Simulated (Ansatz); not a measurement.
System: MgO (rock salt type, first atom moved by 0.06 Å along [111]), 2 atoms in the cell.

These are results of HSE06, plane waves, PAW datasets (generated soft set 1) in Ansatz 0.2.0 development build, not measurements.

Cutoff 420 eV; exchange singularity: Wigner-Seitz; k-mesh 4×4×4 Γ-centred; Fermi–Dirac smearing of 0.05 eV; no spin polarisation.

```
Mg O
1.0
     0.00000    2.12500    2.12500
     2.12500    0.00000    2.12500
     2.12500    2.12500    0.00000
Mg O
1 1
Direct
  0.00815 0.00815 0.00815
  0.50000 0.50000 0.50000
```

(1) Would the cell expand or shrink if it were free to relax?

(2) Which atom feels the largest force? Give all forces.

Results:

(1) The pressure is -4.94 GPa, so at these settings the cell is stretched and would shrink.

(2) Mg1 and O2, 0.275 eV/Å each.

```json
{"atom": "Mg1", "Fx (eV/Å)": "-0.159", "Fy (eV/Å)": "-0.159", "Fz (eV/Å)": "-0.159"}
{"atom": "O2", "Fx (eV/Å)": "0.159", "Fy (eV/Å)": "0.159", "Fz (eV/Å)": "0.159"}
```

The stress includes the program's correction for the finite plane-wave basis.

The k-mesh is modest, so these values aren't fully converged in k.
